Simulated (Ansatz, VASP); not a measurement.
# Cross-check of InSb between VASP and Ansatz, part 2 of 2

Aim: how closely do two programs agree when they are given the same cell, functional and k mesh? The cell is taken from a series of VASP runs on this material, whose earlier steps may have relaxed, scaled or displaced it; both programs get it as it stands.

VASP 6.6.1 and Ansatz 0.2.0.

So far: The structure; VASP: band structure, PBE0.

### 3. Ansatz: band structure, PBE0

Level of this step: Ansatz beside VASP: Kohn-Sham DFT, plane waves, PBE0 (Ansatz).

Ansatz runs on its default PAW (the set named soft_2) files.

The same cell, functional, mesh and smearing now go to Ansatz, which takes its cutoff from its data sets.

File input.yaml:

```yaml
crystal:
  lattice:
    - [0.0, 3.2391, 3.2391]
    - [3.2391, 0.0, 3.2391]
    - [3.2391, 3.2391, 0.0]
  atoms:
    - { symbol: Sb, position: [0.75, 0.75, 0.75] }
    - { symbol: In, position: [0.0, 0.0, 0.0] }
hamiltonian:
  xc: pbe0
  pseudopotentials: { kind: paw }
kpoints:
  mp_grid: { grid: [4, 4, 4] }
  band_path:
    path:
      - [0.0, 0.0, 0.0]
      - [0.5, 0.0, 0.5]
      - [0.5, 0.22222, 0.72222]
      - [0.40278, 0.34722, 0.75]
      - [0.125, 0.125, 0.25]
      - [0.27778, 0.27778, 0.27778]
      - [0.55556, 0.38889, 0.55556]
      - [0.58333, 0.25, 0.66667]
      - [0.5, 0.30556, 0.69444]
      - [0.48611, 0.48611, 0.52778]
      - [0.625, 0.25, 0.625]
      - [0.5, 0.0, 0.5]
    npoints: 1
scf:
  occupations: { method: gaussian, width: 0.03 }
  n_extra_bands: 7
output:
  forces: true
  stress: true
  eigenvalues: true
```

On the command line:

```console
> ansatz run input.yaml --threads 4 --pin off --max-ram 9216MiB --backend cpu --events-out ev --progress --plain --runs-dir out
```

Numbers of over 12 decimals in the logs are rounded to 6 here.

The log of the run:

```text
Warning: output.stress: scf.convergence.dr2_threshold = 1e-7 eV (the SCF's general default) is looser than the 2e-10 eV advised for a printed stress (1e-10 eV for each atom of the cell: 2). What an SCF threshold leaves in a stress goes as its square root, and in the free energy as the threshold itself, and one threshold admits the most on a small cell: [figures from the program's tests cut] Set scf.convergence.dr2_threshold to 2e-10 eV or tighter. The threshold is an SCF's pass mark: one that does not reach it within its budget of iterations ends unconverged, or closes short of it on a stop that the run arms, and scf.convergence.dr2_threshold's page says what that costs each kind of run
Warning: output.stress: scf.exx.energy_threshold = 1e-6 eV is looser than the 2e-8 eV advised for a stress under a hybrid functional (1e-8 eV for each atom of the cell: 2). Every SCF of the exchange loop can meet its threshold on dr2 while the loop round them stops early: no threshold on dr2 bounds what that leaves in the stress. Set scf.exx.energy_threshold to 2e-8 eV or tighter. The threshold is the loop's pass mark: a loop that does not reach it within its budget of cycles ends unconverged, and scf.exx.energy_threshold's page has the law
scf.n_extra_bands = 7 over 14 filled bands (N_el = 28.0): the run solves 21 bands
Engine: ansatz 0.2.0, aarch64-unknown-linux-gnu
Pseudopotentials: kind: paw
Pseudopotential: Sb, paw, valence charge 15, recommended cutoff 420 eV (normal), Sb.paw.azcp
Pseudopotential: In, paw, valence charge 13, recommended cutoff 420 eV (normal), In.paw.azcp
Functional definition: PBE0
  parameter a = 0.25
  parameter kappa = 0.804
  parameter beta = 0.066725
  exchange = (1 - a)*pbe_x(kappa = kappa, mu = beta*pi^2/3) + a*exact_x
  correlation = pbe_c(beta = beta)
Crystal: 2 atoms, lattice volume = 67.968 Å³
Basis set: ecut = 420 eV, 1363 PW (Γ), exchange–correlation on 64×64×64 points (8 copies of the dense FFT grid, shifted against one another)
Bands: 21, of which v1, the nominal top of the filled ones, is band 14 counted from 1 (13 counted from 0)
Symmetry: 24 space group operations
Space group: F-43m (ITA 216), of the structure as read, at distance tolerance 4.1e-5 Å
k-points: 8 of 64 (time reversal used)
Non-local potential: Sb, projectors of the file, l = 0: 2, l = 1: 2, l = 2: 2, l = 3: 2
Non-local potential: In, projectors of the file, l = 0: 2, l = 1: 2, l = 2: 2, l = 3: 2
PAW form: soft (Blöchl's): semilocal exchange-correlation on the pseudo side does not see the compensation charge
PAW frozen core: Sb, regenerated for the run's functional, and the local potential with it (the file was generated under x = pbe(κ = 0.804, μ = 0.219515), c = pbe(β = 0.066725))
PAW frozen core: In, regenerated for the run's functional, and the local potential with it (the file was generated under x = pbe(κ = 0.804, μ = 0.219515), c = pbe(β = 0.066725))
PAW one-centre angular grid: Sb, 590 points (default); XC on 64 Gauss nodes
PAW one-centre angular grid: In, 590 points (default); XC on 64 Gauss nodes
Initial density: superposition of atomic densities (neutral atoms: chi_scale 0, normalization atom), corrected by the library's trained network
Initial wavefunctions: pseudopotential atomic-orbital guess
Functional: x = pbe(κ = 0.804, μ = 0.219515), c = pbe(β = 0.066725), warm-up for x = 0.75 pbe(κ = 0.804, μ = 0.219515) + 0.25 exact, c = pbe(β = 0.066725)
SCF iter   1: F=—  HF=-12082.391351 eV  |F-HF|=—  |Δ(HF+E_count)|=         —  Δρ=1.35e-3  dr2=2.06e-3  ethr=1.77e-3  ⟨swp⟩=12.6  Hψ=816  notcnv=0
preconditioner: auto → none  [insulator: Δε(μ)=0.521 eV  Ē_g=16.108 eV  σ=0.030 eV  W_gap=0.67  n_scr=14 (ndim 8)  ℏωp=19.1 eV  f_vac=0.112  D(μ)=1.61/eV (n_scr^D=14)]
iter 2 solved again at ethr=3.46e-7 eV; its pass at ethr=7.36e-6 eV (dr2=9.68e-5 eV) is discarded
SCF iter   2: F=—  HF=-12082.391655 eV  |F-HF|=—  |Δ(HF+E_count)|=   3.03e-4  Δρ=3.13e-4  dr2=9.94e-5  ethr=3.46e-7  ⟨swp⟩=3.4  Hψ=881  notcnv=0  defer=3
SCF iter   3: F=—  HF=-12082.391708 eV  |F-HF|=—  |Δ(HF+E_count)|=   5.39e-5  Δρ=1.47e-4  dr2=1.09e-5  ethr=3.46e-7  ⟨swp⟩=4.8  Hψ=386  notcnv=0  defer=1
SCF iter   4: F=—  HF=-12082.391780 eV  |F-HF|=—  |Δ(HF+E_count)|=   7.10e-5  Δρ=2.34e-5  dr2=3.36e-7  ethr=3.89e-8  ⟨swp⟩=3.4  Hψ=338  notcnv=0  defer=1
SCF iter   5: F=—  HF=-12082.391782 eV  |F-HF|=—  |Δ(HF+E_count)|=   2.48e-6  Δρ=4.85e-6  dr2=1.35e-8  ethr=1.20e-9  ⟨swp⟩=4.2  Hψ=376  notcnv=0  defer=1
SCF iter   6: F=-12082.391782 eV  HF=-12082.391782 eV  |F-HF|=7.88e-10  |Δ(HF+E_count)|=   8.26e-8  Δρ=9.10e-7  dr2=4.48e-10  ethr=4.83e-11  ⟨swp⟩=4.1  Hψ=413  notcnv=0  defer=1
SCF 1 converged in 6 iterations: F = -12082.391782 eV  dr2 = 4.48e-10
  greatest PAW one-centre occupation: 0.995 electrons in one spin orbital (limit 2), on the Sb atom at site 0 (counted from 0), in its partial waves of l = 2
Initial density: handed on by an earlier stage of this run
Initial wavefunctions: those handed on with the density
Functional: x = 0.75 pbe(κ = 0.804, μ = 0.219515) + 0.25 exact, c = pbe(β = 0.066725)
Frozen-core exchange: fock
iter 1 solved again at ethr=3.88e-5 eV; its pass at ethr=1.00e-1 eV (dr2=1.09e-2 eV) is discarded
SCF iter   1: F=—  HF=-12089.233487 eV  |F-HF|=—  |Δ(HF+E_count)|=         —  Δρ=5.38e-3  dr2=1.21e-2  ethr=3.88e-5  ⟨swp⟩=5.5  Hψ=939  notcnv=0
preconditioner: auto → none  [insulator: Δε(μ)=0.357 eV  Ē_g=18.808 eV  σ=0.030 eV  W_gap=1.00  n_scr=14 (ndim 8)  ℏωp=19.1 eV  f_vac=0.109  D(μ)=0.00/eV (n_scr^D=0)]
SCF iter   2: F=—  HF=-12089.231768 eV  |F-HF|=—  |Δ(HF+E_count)|=   1.72e-3  Δρ=2.08e-3  dr2=3.57e-3  ethr=3.47e-5  ⟨swp⟩=2.0  Hψ=303  notcnv=0
[...]
SCF 2 converged in 6 iterations: F = -12089.231706 eV  dr2 = 1.03e-8
  greatest PAW one-centre occupation: 0.996 electrons in one spin orbital (limit 2), on the Sb atom at site 0 (counted from 0), in its partial waves of l = 2
hybrid outer 1: dexx = +2.087e-2 eV, tail = 5.17e-3 eV
Frozen-core exchange: fock
SCF iter   1: F=—  HF=-12089.254200 eV  |F-HF|=—  |Δ(HF+E_count)|=         —  Δρ=8.04e-4  dr2=3.20e-4  ethr=9.23e-5  ⟨swp⟩=3.2  Hψ=346  notcnv=0
preconditioner: auto → none  [insulator: Δε(μ)=1.142 eV  Ē_g=18.806 eV  σ=0.030 eV  W_gap=1.00  n_scr=14 (ndim 8)  ℏωp=19.1 eV  f_vac=0.106  D(μ)=0.00/eV (n_scr^D=0)]
SCF iter   2: F=—  HF=-12089.254232 eV  |F-HF|=—  |Δ(HF+E_count)|=   3.29e-5  Δρ=9.68e-5  dr2=6.35e-5  ethr=9.14e-7  ⟨swp⟩=4.0  Hψ=404  notcnv=0
SCF iter   3: F=-12089.254555 eV  HF=-12089.254561 eV  |F-HF|=5.80e-6  |Δ(HF+E_count)|=   3.29e-4  Δρ=1.48e-4  dr2=1.38e-5  ethr=1.37e-8  ⟨swp⟩=4.9  Hψ=574  notcnv=0  defer=1
SCF 3 stopped early in 3 iterations: F = -12089.254555 eV  dr2 = 1.38e-5
hybrid outer 2: dexx = +3.876e-4 eV, tail = 4.25e-5 eV, Δε = 2.06e-1 eV (about 2.00e-2 eV left of the loop's levels)
Frozen-core exchange: fock
SCF iter   1: F=—  HF=-12089.254454 eV  |F-HF|=—  |Δ(HF+E_count)|=         —  Δρ=3.41e-5  dr2=7.64e-6  ethr=5.60e-7  ⟨swp⟩=5.4  Hψ=383  notcnv=0
preconditioner: auto → none  [insulator: Δε(μ)=1.164 eV  Ē_g=18.810 eV  σ=0.030 eV  W_gap=1.00  n_scr=14 (ndim 8)  ℏωp=19.1 eV  f_vac=0.106  D(μ)=0.00/eV (n_scr^D=0)]
SCF iter   2: F=—  HF=-12089.254453 eV  |F-HF|=—  |Δ(HF+E_count)|=   5.84e-7  Δρ=1.33e-5  dr2=6.15e-6  ethr=6.60e-9  ⟨swp⟩=3.1  Hψ=314  notcnv=0
SCF iter   3: F=—  HF=-12089.254453 eV  |F-HF|=—  |Δ(HF+E_count)|=  7.42e-10  Δρ=5.89e-6  dr2=6.04e-6  ethr=3.45e-10  ⟨swp⟩=3.0  Hψ=344  notcnv=0
SCF iter   4: F=—  HF=-12089.254565 eV  |F-HF|=—  |Δ(HF+E_count)|=   1.12e-4  Δρ=2.26e-5  dr2=7.88e-7  ethr=4.69e-11  ⟨swp⟩=5.2  Hψ=667  notcnv=0  defer=2
SCF iter   5: F=—  HF=-12089.254565 eV  |F-HF|=—  |Δ(HF+E_count)|=   2.68e-7  Δρ=2.40e-6  dr2=5.29e-8  ethr=4.69e-11  ⟨swp⟩=4.9  Hψ=551  notcnv=0
SCF iter   6: F=—  HF=-12089.254565 eV  |F-HF|=—  |Δ(HF+E_count)|=   3.36e-7  Δρ=3.38e-6  dr2=1.74e-8  ethr=8.19e-12  ⟨swp⟩=5.1  Hψ=519  notcnv=0  defer=2
SCF iter   7: F=-12089.254565 eV  HF=-12089.254565 eV  |F-HF|=8.73e-11  |Δ(HF+E_count)|=   5.58e-9  Δρ=3.57e-7  dr2=1.32e-9  ethr=8.19e-12  ⟨swp⟩=4.0  Hψ=341  notcnv=0
SCF 4 converged in 7 iterations: F = -12089.254565 eV  dr2 = 1.32e-9
  Residual-converged pass: ⟨swp⟩=2.8  Hψ=291  notcnv=0  max |occ|·‖R‖ = 2.4e-6 eV (tolerance 2.4e-6 eV)  dr2=1.32e-9  dr2_onsite=3.11e-11  max |Δocc| = 3.7e-172
hybrid outer 3: dexx = +3.896e-7 eV, tail = 5.32e-8 eV, Δε = 2.90e-3 eV (about 1.01e-4 eV left of the loop's levels)
NSCF: frozen V_eff on 12 k-points
hybrid SCF converged: 3 outer / 16 inner (+6 warm-up), last move |dexx| = 3.90e-7 eV, tail = 5.32e-8 eV
Stability not checked: this state was not tested for a lower state beside it, because the functional holds exact exchange (a hybrid, or Hartree-Fock), whose exchange loop this test does not read (fock_operator; see scf.lower_state_search)
Free energy (F): -12089.254565 eV
Frozen-core exchange: fock
Harris-Foulkes:  -12089.254565 eV  (|F-HF|=8.73e-11)
Internal energy: -12089.254565 eV  (E = F + TS)
E sigma→0 (E₀):  -12089.254565 eV
Fermi energy:    7.318117 eV
--- Per-component energies (eV) ---
  E_band       = -324.341020
  E_kinetic    = 451.253568
  E_local      = -3202.648942  (includes V_loc(G=0)·N_el)
  E_nonlocal   = 730.272577
  E_hartree    = 1381.367586
  E_xc         = -271.642458
  E_vxc        = -150.836713  (∫ρ·V_xc dr)
  E_exx        = -84.581866  (= α·E_x^exact, valence–valence)
  E_paw        = -8738.585307  (= ΣΔE_a)
  E_vpaw       = -745.953308  (= ΣTr[D̂ρ^β])
  E_aug_tail   = 0.000025  (compensation charges beyond the density's cutoff)
  E_ewald      = -2355.252583
  E_core_change = 0.562836  (= ΣΔE_core)
  E_smearing   = -0.000000  (= −TS)
  E_closure    = -0.000001  (closes the sum)
  Σ components = -12089.254565   (vs F -12089.254565, Δ=1.82e-12)
--- Forces (eV/Å), atoms counted from 1 ---
  atom   1  Sb     0.00000000    -0.00000000    -0.00000000
  atom   2  In    -0.00000000     0.00000000     0.00000000
  max |Σ_I F_I| component: 1.11e-16 eV/Å
--- Stress (GPa, compression-positive) ---
        1.498269       0.000000      -0.000000
        0.000000       1.498269       0.000000
        0.000000       0.000000       1.498269
  P = ⅓ Tr σ = 1.4983 GPa (14.983 kbar)
--- Band table (eV; the first three rows and the last of 8) ---
  k-point 0: bands = [... 10 lower, -5.1331, 6.7360, 6.7360, 6.7360, 7.8994, 10.9980, 10.9980, 10.9980, ... 3 higher]
  k-point 1: bands = [... 10 lower, -4.5330, 2.8616, 6.0889, 6.0889, 8.8799, 11.7962, 11.7962, 12.9387, ... 3 higher]
  k-point 2: bands = [... 10 lower, -3.5952, 0.5330, 5.6206, 5.6206, 8.5220, 11.8983, 11.8983, 14.2305, ... 3 higher]
  k-point 7: bands = [... 10 lower, -2.8614, 0.3531, 3.5777, 3.7395, 11.7351, 12.0132, 12.4447, 13.0325, ... 3 higher]
```

Wall time 29 s (4 threads of Arm Neoverse V1, shared host); peak memory 0.89 GiB.

The column dr2 measures how far the density is from self-consistency, as an energy; F and HF (Harris–Foulkes) agree once it is small.

### 4. Side by side

Known differences besides the potentials themselves: exact exchange at q = 0 is treated differently, which shows on coarse meshes; VASP keeps PBE cores, Ansatz makes them for the functional; the data sets hold 28 valence electrons in Ansatz (default PAW (the set named soft_2) files) and 18 in VASP; the cutoff is 420 eV in Ansatz and 350 eV in VASP; VASP takes a coarser grid for exact exchange (PRECFOCK = Fast). Total energies have different zeros and are not compared.

Both answers:

```tsv
quantity	Ansatz	VASP	difference
gap over the path points (eV)	1.163	1.206	-0.042
```

Levels at points of the path, from each program's valence-band top (eV; 3 filled, then empty):

```tsv
k (reciprocal lattice)	Ansatz	VASP
0.000 0.000 0.000	0.00 0.00 0.00 1.16 4.26 4.26	0.00 0.00 0.00 1.21 4.32 4.32
0.500 0.000 0.500	-6.51 -2.51 -2.51 2.49 2.54 9.99	-6.50 -2.51 -2.51 2.55 2.59 10.02
0.500 0.222 0.722	-6.39 -3.14 -2.98 4.81 4.92 6.09	-6.37 -3.12 -2.96 4.84 4.96 6.13
0.403 0.347 0.750	-6.35 -3.44 -2.22 3.00 5.11 7.59	-6.33 -3.42 -2.21 3.05 5.15 7.63
0.125 0.125 0.250	-2.95 -1.18 -0.26 2.80 4.57 4.67	-2.94 -1.17 -0.26 2.83 4.61 4.71
0.278 0.278 0.278	-4.29 -0.74 -0.74 2.08 5.12 5.12	-4.27 -0.74 -0.74 2.13 5.16 5.16
0.556 0.389 0.556	-6.15 -2.51 -1.47 2.99 5.01 5.99	-6.13 -2.49 -1.46 3.03 5.05 6.02
0.583 0.250 0.667	-6.35 -3.42 -2.33 3.21 5.13 7.29	-6.33 -3.40 -2.31 3.26 5.16 7.32
0.500 0.306 0.694	-6.28 -3.35 -2.52 4.46 5.09 6.09	-6.26 -3.33 -2.50 4.49 5.13 6.12
0.486 0.486 0.528	-6.20 -1.26 -1.14 1.93 5.11 5.22	-6.18 -1.25 -1.14 1.98 5.16 5.26
```

Among the levels compared at these points, filled levels agree within 27 meV and empty ones within 58 meV.

### 5. Outcome

- difference in gap over the path points (band structure, PBE0): -0.042 eV

**Reading.** The difference in gap over the path points is -0.042 eV (band structure, PBE0), within the 0.08 eV picked in this series as the mark of a large difference. How closely two codes agree says nothing of how well the functional describes the real material.

[Lines on the potential files, build, host, timing and source positions are cut from VASP's logs without a mark.]

[Logs are printed without paths, hosts, clocks, repeated set-up lines and the standing remarks that a program may print on its own settings, such as how far it seeks lower states.]

[Hosts, paths, dates, database ids (printed as entryN), source tags and the programs' standing remarks are cut or masked in the printed files.]
